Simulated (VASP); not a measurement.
# Te2Mo in VASP: notebook

One slab, Te2Mo, is run at these levels: PBE; tasks: relaxation of cell and atoms, single point.

Program: VASP 6.6.1. These are calculated values, not measurements. Logs are shortened: lines on timing, memory, paths and dates and some standing lists are left out, and cuts for length are marked.

## (1) The structure

The cell holds a slab with vacuum, 6 atoms: a = 6.362 Å, b = 3.480 Å, c = 36.176 Å, α = 90.00°, β = 90.14°, γ = 90.00°.

## (2) Relaxation of cell and atoms, PBE

Input file INCAR:

```
ALGO = Fast
EDIFF = 1E-6
EDIFFG = -0.01
ENCUT = 580
GGA = PE
IBRION = 2
ISIF = 3
ISMEAR = -1
LASPH = True
LCHARG = False
LREAL = False
LWAVE = False
NELM = 60
NSW = 40
PREC = Accurate
SIGMA = 0.05
```

Input file KPOINTS:

```
k-points
0
Gamma
  4 8 1
```

Input file POSCAR:

```
Te2Mo
1.0
    6.3616090156      0.0000000000      0.0000000000
    0.0000000000      3.4804030600      0.0000000000
   -0.0857412231      0.0000000000     36.1758904685
Te Mo
4 2
Direct
    0.4292511000      0.7500000000      0.5407035800
    0.5707489000      0.2500000000      0.4592964200
    0.9208478700      0.2500000000      0.5565273200
    0.0791521300      0.7500000000      0.4434726800
    0.1813475600      0.2500000000      0.4974653700
    0.8186524400      0.7500000000      0.5025346300
```

Potentials or basis: VASP PAW PBE potentials, release 64 (Te, Mo).

Launch:

```sh
> cat potpaw_PBE.64/Te/POTCAR potpaw_PBE.64/Mo/POTCAR > POTCAR
> mpirun -np 1 vasp_std > vasp.out
```

OUTCAR:

```text
EDIFF = 1E-6
   EDIFFG = -0.01
   ENCUT = 580
   GGA = PE
   IBRION = 2
   ISIF = 3
   ISMEAR = -1
   LASPH = True
   LREAL = False
   NELM = 60
   NSW = 40
   PREC = Accurate

 ion  position               nearest neighbor table
   1  0.429  0.750  0.541-   5 2.82   5 2.82   6 2.84   2 3.54   2 3.54   3 3.62   3 3.62
   2  0.571  0.250  0.459-   6 2.82   6 2.82   5 2.84   1 3.54   1 3.54   4 3.62   4 3.62
   3  0.921  0.250  0.557-   6 2.69   6 2.69   5 2.71   1 3.62   1 3.62
   4  0.079  0.750  0.443-   5 2.69   5 2.69   6 2.71   2 3.62   2 3.62
   5  0.181  0.250  0.497-   4 2.69   4 2.69   3 2.71   1 2.82   1 2.82   2 2.84   6 2.90   6 2.90

   6  0.819  0.750  0.503-   3 2.69   3 2.69   4 2.71   2 2.82   2 2.82   1 2.84   5 2.90   5 2.90

  LATTYP: Found a simple monoclinic cell.
 ALAT       =     6.3616090156
 B/A-ratio  =     0.5470947761
 C/A-ratio  =     5.6866104138
 COS(beta)  =    -0.0023701139

  Lattice vectors:

 A1 = (   6.3616090156,   0.0000000000,   0.0000000000)
 A2 = (   0.0000000000,   3.4804030600,   0.0000000000)
 A3 = (  -0.0857412231,   0.0000000000,  36.1758904685)

Analysis of symmetry for initial positions (statically):
=====================================================================
 Subroutine PRICEL returns:
 Original cell was already a primitive cell.

 Routine SETGRP: Setting up the symmetry group for a
 simple monoclinic supercell.

 Subroutine GETGRP returns: Found  4 space group operations
 (whereof  2 operations were pure point group operations)
 out of a pool of  4 trial point group operations.

The static configuration has the point symmetry S_2 .
 The point group associated with its full space group is C_2h.

Analysis of symmetry for dynamics (positions and initial velocities):
=====================================================================
 Subroutine PRICEL returns:
 Original cell was already a primitive cell.

 Routine SETGRP: Setting up the symmetry group for a
 simple monoclinic supercell.

 Subroutine GETGRP returns: Found  4 space group operations
 (whereof  2 operations were pure point group operations)
 out of a pool of  4 trial point group operations.

The dynamic configuration has the point symmetry S_2 .
 The point group associated with its full space group is C_2h.

 Subroutine INISYM returns: Found  4 space group operations
 (whereof  2 operations are pure point group operations),
 and found     1 'primitive' translations

----------------------------------------------------------------------------------------

                                     Primitive cell

  volume of cell :     800.9691

  direct lattice vectors                    reciprocal lattice vectors
     6.361609016  0.000000000  0.000000000     0.157192936  0.000000000  0.000372566
     0.000000000  3.480403060  0.000000000     0.000000000  0.287323044  0.000000000
    -0.085741223  0.000000000 36.175890469     0.000000000  0.000000000  0.027642720

  length of vectors
     6.361609016  3.480403060 36.175992077     0.157193378  0.287323044  0.027642720

  position of ions in fractional coordinates (direct lattice)
     0.429251100  0.750000000  0.540703580
     0.570748900  0.250000000  0.459296420
     0.920847870  0.250000000  0.556527320
     0.079152130  0.750000000  0.443472680
     0.181347560  0.250000000  0.497465370
     0.818652440  0.750000000  0.502534630

  ion indices of the primitive-cell ions
   primitive index   ion index
                 1           1
                 2           2
                 3           3
                 4           4
                 5           5
                 6           6

----------------------------------------------------------------------------------------

 KPOINTS: k-points

Automatic generation of k-mesh.
 Grid dimensions read from file:
 generate k-points for:    4    8    1

 Generating k-lattice:

  Cartesian coordinates                     Fractional coordinates (reciprocal lattice)
     0.039298234  0.000000000  0.000093142     0.250000000  0.000000000 -0.000000000
     0.000000000  0.035915380  0.000000000     0.000000000  0.125000000  0.000000000
     0.000000000  0.000000000  0.027642720     0.000000000  0.000000000  1.000000000

  Length of vectors
     0.039298344  0.035915380  0.027642720

  Shift w.r.t. Gamma in fractional coordinates (k-lattice)
     0.000000000  0.000000000  0.000000000

 Subroutine IBZKPT returns following result:
 ===========================================

 Found     15 irreducible k-points:

 Following reciprocal coordinates:
            Coordinates               Weight
  0.000000  0.000000  0.000000      1.000000
  0.250000  0.000000  0.000000      2.000000
  0.500000  0.000000  0.000000      1.000000
  0.000000  0.125000  0.000000      2.000000
  0.250000  0.125000  0.000000      4.000000
  0.500000  0.125000  0.000000      2.000000
  0.000000  0.250000  0.000000      2.000000
  0.250000  0.250000  0.000000      4.000000
  0.500000  0.250000  0.000000      2.000000
  0.000000  0.375000  0.000000      2.000000
  0.250000  0.375000  0.000000      4.000000
  0.500000  0.375000  0.000000      2.000000
  0.000000  0.500000  0.000000      1.000000
  0.250000  0.500000  0.000000      2.000000
  0.500000  0.500000  0.000000      1.000000
   k-points           NKPTS =     15   k-points in BZ     NKDIM =     15   number of bands    NBANDS=     22
   number of dos      NEDOS =    301   number of ions     NIONS =      6
   total plane-waves  NPLWV = 403200
   dimension x,y,z NGX =    50 NGY =   28 NGZ =  288
   dimension x,y,z NGXF=   100 NGYF=   56 NGZF=  576
   ions per type =               4   2
   NGX,Y,Z   is equivalent  to a cutoff of  13.07, 13.37, 13.23 a.u.
   NGXF,Y,Z  is equivalent  to a cutoff of  26.13, 26.75, 26.47 a.u.
 SYSTEM =  unknown system
   PREC   = accura    normal or accurate (medium, high low for compatibility)
   ISTART =      0    job   : 0-new  1-cont  2-samecut
   ICHARG =      2    charge: 1-file 2-atom 10-const
   ISPIN  =      1    spin polarized calculation?
   LNONCOLLINEAR =      F non collinear calculations
   LSORBIT =      F    spin-orbit coupling
   LASPH  =      T    aspherical Exc in radial PAW
   ENCUT  =  580.0 eV  42.63 Ry    6.53 a.u.  12.49  6.83 71.04*2*pi/ulx,y,z
   NELM   =     60;   NELMIN=  2; NELMDL= -5     # of ELM steps
   EDIFF  = 0.1E-05   stopping-criterion for ELM
   LREAL  =      F    real-space projection
   EDIFFG = -.1E-01   stopping-criterion for IOM
   NSW    =     40    number of steps for IOM
   IBRION =      2    ionic relax: 0-MD 1-quasi-New 2-CG
   NFREE  =      1    steps in history (QN), initial steepest desc. (CG)
   ISIF   =      3    stress and relaxation
   ISYM   =      2    0-nonsym 1-usesym 2-fastsym
   POTIM  = 0.5000    time-step for ionic-motion
   TEBEG  =    0.0;   TEEND  =   0.0 temperature during run
   PSTRESS=    0.0 pullay stress
   NELECT =      36.0000    total number of electrons
   NUPDOWN=      -1.0000    fix difference up-down
   EMIN   =  10.00;   EMAX   =-10.00  energy-range for DOS
   EFERMI =   0.00;   METHOD = LEGACY
   ISMEAR =    -1;   SIGMA  =   0.05  broadening in eV -4-tet -1-fermi 0-gaus
   EFERMI_NEDOS =   21; number of points for ismear=-14 and -15
   IALGO  =     68    algorithm
   IMIX   =      4    mixing-type and parameters
     AMIX     =   0.40;   BMIX     =  1.00
     AMIX_MAG =   1.60;   BMIX_MAG =  1.00
  volume/ion in A,a.u.               =     133.49       900.87
  Fermi-wavevector in a.u.,A,eV,Ry     =   0.582064  1.099941  4.609627  0.338798
  Thomas-Fermi vector in A             =   1.626819
   LORBIT       =      0    0 simple, 1 ext, 2 COOP (PROOUT), +10 PAW based schemes
   GGA     = PE    functional components
   LHFCALC =     F    Hartree Fock is set to
   AEXX    =    0.0000 exact exchange contribution
   IVDW    =     0    specifies the selected vdW correction
   LEPSILON=     F    determine dielectric tensor
   LRPA    =     F    only Hartree local field effects (RPA)
 conjugate gradient relaxation of ions
 non-spin polarized calculation
 RMM-DIIS sequential band-by-band and
  energy-cutoff  :      580.00
  volume of cell :      800.97
 maximum number of plane-waves:     25494
 NGX is ok and might be reduce to    50
   NGX = 25   NGY = 13   NGZ =143

--------------------------------------- Ionic step        1  -------------------------------------------

 number of electron      35.9999999 magnetization

 Free energy of the ion-electron system (eV)
  ---------------------------------------------------
  ext. energy  EPLUGINS =         0.00000000
  ---------------------------------------------------
  free energy    TOTEN  =       -35.98413420 eV

  energy without entropy =      -35.97542694  energy(sigma->0) =      -35.97978057

------------------------ aborting loop because EDIFF is reached ----------------------------------------

  FORCE on cell =-STRESS in cart. coord.  units (eV):
  Direction    XX          YY          ZZ          XY          YZ          ZX
  --------------------------------------------------------------------------------------
  -------------------------------------------------------------------------------------
  Total        0.2105413     -0.4218253      0.7806483      0.0000000      0.0000000      0.0986503
  in kB        0.4211455     -0.8437766      1.5615298      0.0000000      0.0000000      0.1973301
  external PRESSURE =       0.3796329 kB  Pullay stress =       0.0000000 kB
[... 101 lines left out ...]
  FREE ENERGIE OF THE ION-ELECTRON SYSTEM (eV)
  ---------------------------------------------------
  free  energy   TOTEN  =       -35.9877642452 eV

  energy  without entropy=      -35.9785217219  energy(sigma->0) =      -35.98314298

[... ionic steps 4 to 9 ...]

--------------------------------------- Ionic step       10  -------------------------------------------

 number of electron      35.9999999 magnetization

------------------------ aborting loop because EDIFF is reached ----------------------------------------

  FORCE on cell =-STRESS in cart. coord.  units (eV):
  Direction    XX          YY          ZZ          XY          YZ          ZX
  --------------------------------------------------------------------------------------
  -------------------------------------------------------------------------------------
  Total        0.0221761      0.0416388      0.0369373      0.0000000      0.0000000     -0.0067782
  in kB        0.0444443      0.0834505      0.0740280      0.0000000      0.0000000     -0.0135846
  external PRESSURE =       0.0673076 kB  Pullay stress =       0.0000000 kB
[... 65 lines left out ...]
  energy  without entropy=      -35.9797855458  energy(sigma->0) =      -35.98486458

--------------------------------------- Ionic step       12  -------------------------------------------

 number of electron      35.9999999 magnetization

 Free energy of the ion-electron system (eV)
  ---------------------------------------------------
  ext. energy  EPLUGINS =         0.00000000
  ---------------------------------------------------
  free energy    TOTEN  =       -35.98995198 eV

  energy without entropy =      -35.97985449  energy(sigma->0) =      -35.98490323

 E-fermi :  -2.3794     XC(G=0):  -2.2896

 val. band max:       -2.5217872163   @ k =   0.2500   0.0000   0.0000
 cond. band min:      -2.3537566150   @ k =   0.5000   0.0000   0.0000
 fundamental gap:      0.1680306013
 Fermi energy:        -2.3794346189

 k-point     1 :       0.0000    0.0000    0.0000
  band No.  band energies     occupation
      1     -15.2052      2.00000
      2     -14.2982      2.00000
      3     -13.4945      2.00000
      4     -13.2381      2.00000
      5      -7.9860      2.00000
      6      -7.3221      2.00000
[... 397 lines left out ...]
  FREE ENERGIE OF THE ION-ELECTRON SYSTEM (eV)
  ---------------------------------------------------
  free  energy   TOTEN  =       -35.9899519766 eV

  energy  without entropy=      -35.9798544917  energy(sigma->0) =      -35.98490323

 reached required accuracy - stopping structural energy minimisation
```

It took 35 min on 1 thread of Intel Xeon Platinum 8559C (Emerald Rapids), shared host; peak memory 1.1 GiB.

What came out:

```
Free energy                            : -35.9900 eV
Relaxed volume                         : 133.30 Å³/atom
Relaxed cell                           : a = 6.382 Å, b = 3.450 Å, c = 36.326 Å, α = 90.00°, β = 89.88°, γ = 90.00°
Space group after relaxing (to 0.05 Å) : P2_1/m (No. 11)
Energy gained by relaxing              : 1.0 meV/atom
Ionic steps                            : 12
Largest force after relaxing           : 0.006 eV/Å
Band gap on the k mesh                 : none (metal or under the smearing width)
```

Forces in eV/Å, atoms in the order of the input:
```
Te   0.004  0.000  0.004
Te  -0.004  0.000 -0.004
Te  -0.001  0.000 -0.005
Te   0.001  0.000  0.005
Mo  -0.004  0.000  0.003
Mo   0.004  0.000 -0.003
```

The path:
| step | energy change (eV) | largest force (eV/Å) | pressure (GPa) | volume (Å³) |
| --- | --- | --- | --- | --- |
| 1 | 0.0000 | 0.1808 | 0.04 | 800.97 |
| 2 | -0.0028 | 0.1143 | -0.11 | 804.62 |
| 3 | -0.0036 | 0.0523 | -0.07 | 803.45 |
| 4 | -0.0054 | 0.0172 | 0.03 | 798.59 |
| 5 | -0.0054 | 0.0157 | 0.01 | 799.19 |
| 6 | -0.0057 | 0.0134 | 0.00 | 799.67 |
| 7 | -0.0058 | 0.0178 | -0.01 | 799.86 |
| 8 | -0.0058 | 0.0170 | -0.01 | 799.82 |
| 9 | -0.0058 | 0.0117 | 0.01 | 799.33 |
| 10 | -0.0058 | 0.0127 | 0.01 | 799.43 |
| 11 | -0.0058 | 0.0129 | 0.01 | 799.47 |
| 12 | -0.0058 | 0.0056 | 0.00 | 799.78 |

Final structure:
```
Te Mo
1.0
     6.38168    0.00000    0.01419
     0.00000    3.44994    0.00000
    -0.00489    0.00000   36.32626
Te Mo
4 2
Direct
  0.43007 0.75000 0.54066
  0.56993 0.25000 0.45934
  0.92080 0.25000 0.55675
  0.07920 0.75000 0.44325
  0.18199 0.25000 0.49752
  0.81801 0.75000 0.50248
```

Levels at points of the mesh, in eV from the Fermi level:
```csv
k point,band 16,band 17,band 18,band 19,band 20,band 21
"(0.00, 0.00, 0.00)",-0.53,-0.35,0.29,0.57,1.10,1.67
"(0.50, 0.00, 0.00)",-0.85,-0.73,-0.57,0.03,1.21,1.41
"(0.00, 0.50, 0.00)",-1.62,-1.41,-1.41,1.15,1.15,1.45
"(0.50, 0.50, 0.00)",-1.73,-0.86,-0.86,1.10,1.10,1.82
```

Caveat: without dispersion, layers of such crystals drift apart on relaxing, which shifts levels and gaps; volumes and pressures include the vacuum. Spin-orbit coupling is left out, which matters for the levels of Te.

## (3) Relaxation of cell and atoms, PBE

Input file INCAR:

```
SYSTEM = Te2Mo
  ALGO = Fast
  EDIFF = 1E-6
  EDIFFG = -0.02
  ENCUT = 600
  GGA = PE
  IBRION = 2
  ISIF = 3
  ISMEAR = -1
  LASPH = .True.
  LCHARG = .False.
  LREAL = .False.
  LWAVE = .False.
  NELM = 60
  NSW = 60
  PREC = Accurate
  SIGMA = 0.05
```

Input file KPOINTS:

```
k-points
0
Gamma
  4 8 1
  0 0 0
```

POSCAR is that of step 2.

Potentials or basis: VASP PAW PBE potentials, release 64 (Te, Mo_pv).

Launch:

```sh
> cat potpaw_PBE.64/Te/POTCAR potpaw_PBE.64/Mo_pv/POTCAR > POTCAR
> mpirun -np 1 vasp_std > vasp.out
```

OUTCAR:

```text
SYSTEM = Te2Mo
   EDIFF = 1E-6
   EDIFFG = -0.02
   ENCUT = 600
   GGA = PE
   IBRION = 2
   ISIF = 3
   ISMEAR = -1
   LASPH = .True.
   LREAL = .False.
   NELM = 60
   NSW = 60
   PREC = Accurate

 ion  position               nearest neighbor table
   1  0.429  0.750  0.541-   5 2.82   5 2.82   6 2.84   2 3.54   2 3.54   3 3.62   3 3.62
   2  0.571  0.250  0.459-   6 2.82   6 2.82   5 2.84   1 3.54   1 3.54   4 3.62   4 3.62
   3  0.921  0.250  0.557-   6 2.69   6 2.69   5 2.71   1 3.62   1 3.62
   4  0.079  0.750  0.443-   5 2.69   5 2.69   6 2.71   2 3.62   2 3.62
   5  0.181  0.250  0.497-   4 2.69   4 2.69   3 2.71   1 2.82   1 2.82   2 2.84   6 2.90   6 2.90

   6  0.819  0.750  0.503-   3 2.69   3 2.69   4 2.71   2 2.82   2 2.82   1 2.84   5 2.90   5 2.90
[... 197 lines left out ...]
  -------------------------------------------------------------------------------------
  Total        0.4646041     -0.0711690      1.1338823      0.0000000      0.0000000      0.0645396
  in kB        0.9293470     -0.1423592      2.2681033      0.0000000      0.0000000      0.1290984
  external PRESSURE =       1.0183637 kB  Pullay stress =       0.0000000 kB
[... 107 lines left out ...]
--------------------------------------- Ionic step        4  -------------------------------------------

 number of electron      47.9999999 magnetization

 Free energy of the ion-electron system (eV)
  ---------------------------------------------------
  ext. energy  EPLUGINS =         0.00000000
  ---------------------------------------------------
  free energy    TOTEN  =       -35.92943204 eV

  energy without entropy =      -35.91995692  energy(sigma->0) =      -35.92469448

 E-fermi :  -2.1886     XC(G=0):  -2.3117

 val. band max:       -2.3319858916   @ k =   0.0000   0.1250   0.0000
 cond. band min:      -2.1784875059   @ k =   0.0000   0.1250   0.0000
 fundamental gap:      0.1534983857
 Fermi energy:        -2.1885725867

 k-point     1 :       0.0000    0.0000    0.0000
  band No.  band energies     occupation
      1     -37.4803      2.00000
      2     -37.4325      2.00000
      3     -37.3772      2.00000
      4     -37.2723      2.00000
      5     -37.2242      2.00000
      6     -37.0574      2.00000
[... 487 lines left out ...]
  FREE ENERGIE OF THE ION-ELECTRON SYSTEM (eV)
  ---------------------------------------------------
  free  energy   TOTEN  =       -35.9294320414 eV

  energy  without entropy=      -35.9199569223  energy(sigma->0) =      -35.92469448

 reached required accuracy - stopping structural energy minimisation
```

Run time: 48 min. Hardware: 1 thread of Intel Xeon Platinum 8559C (Emerald Rapids), shared host; peak memory 1.2 GiB.

Results:

```
Free energy                            : -35.9294 eV
Relaxed volume                         : 133.80 Å³/atom
Relaxed cell                           : a = 6.369 Å, b = 3.465 Å, c = 36.374 Å, α = 90.00°, β = 90.02°, γ = 90.00°
Space group after relaxing (to 0.05 Å) : P2_1/m (No. 11)
Energy gained by relaxing              : 1.0 meV/atom
Ionic steps                            : 4
Largest force after relaxing           : 0.019 eV/Å
Band gap on the k mesh                 : none (metal or under the smearing width)
```

Forces on the atoms (eV/Å):
```
Te   0.016  0.000 -0.010
Te  -0.016  0.000  0.010
Te   0.003  0.000  0.001
Te  -0.003  0.000 -0.001
Mo  -0.003  0.000  0.010
Mo   0.003  0.000 -0.010
```

Step by step:
| step | energy change (eV) | largest force (eV/Å) | pressure (GPa) | volume (Å³) |
| --- | --- | --- | --- | --- |
| 1 | 0.0000 | 0.2346 | 0.10 | 800.97 |
| 2 | 0.0010 | 0.2166 | -0.21 | 810.83 |
| 3 | -0.0043 | 0.0362 | -0.05 | 805.58 |
| 4 | -0.0059 | 0.0190 | 0.00 | 802.81 |

Final structure:
```
Te Mo
1.0
     6.36878    0.00000    0.00625
     0.00000    3.46548    0.00000
    -0.05024    0.00000   36.37433
Te Mo
4 2
Direct
  0.42966 0.75000 0.54073
  0.57034 0.25000 0.45927
  0.92079 0.25000 0.55674
  0.07921 0.75000 0.44326
  0.18154 0.25000 0.49747
  0.81846 0.75000 0.50253
```

Levels at points of the mesh, in eV from the Fermi level:
```
           k point  band 22  band 23  band 24  band 25  band 26  band 27
(0.00, 0.00, 0.00)    -0.55    -0.32     0.23     0.62     1.10     1.67
(0.50, 0.00, 0.00)    -0.84    -0.74    -0.60     0.08     1.13     1.41
(0.00, 0.50, 0.00)    -1.61    -1.41    -1.41     1.17     1.17     1.45
(0.50, 0.50, 0.00)    -1.70    -0.85    -0.85     1.11     1.11     1.84
```

Caveat: without dispersion, layers of such crystals drift apart on relaxing, which shifts levels and gaps; volumes and pressures include the vacuum. Spin-orbit coupling is left out, which matters for the levels of Te.

(Continued in part 2 of 2.)
